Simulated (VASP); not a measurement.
MgS (Niningerite), 2 atoms in the cell. Symmetry: Fm-3m, No. 225, cubic system. Conventional cell: a = 5.203 Å, b = 5.203 Å, c = 5.203 Å, α = 90.00°, β = 90.00°, γ = 90.00°. Around S (site symmetry m-3m) lie 6 Mg at 2.60 Å. Around Mg (site symmetry m-3m) lie 6 S at 2.60 Å. 

```yaml
Program: VASP 6.6.1
Task: relaxation of cell and atoms
Functional: PBE
Potentials_or_basis: VASP PAW PBE potentials, release 64 (S_h, Mg)
Cutoff: 900 eV
k_mesh: 9 × 9 × 9
Occupations: fermi-dirac, width 0.05 eV
Spin: no spin polarisation
Further_INCAR_settings: ALGO = Fast; EDIFF = 1e-07; IBRION = 2; EDIFFG = -0.01; NSW = 40; ISIF = 3
```

Potentials or basis: VASP PAW PBE potentials, release 64 (S_h, Mg).

The run is started by

```console
$ cat potpaw_PBE.64/S_h/POTCAR potpaw_PBE.64/Mg/POTCAR > POTCAR
$ mpirun -np 1 vasp_std > vasp.out
```

Hardware: 1 thread of AMD EPYC 7R43 64-Core Processor (Zen 3), with other jobs on the host.

**Question.** How long does it take, and how much memory?

**Answer.** Run time: 85 s on 1 thread of AMD EPYC 7R43 64-Core Processor (Zen 3), with other jobs on the host, peak memory 0.19 GiB. Counts: scf iterations 33, k points 35, ion steps 3.
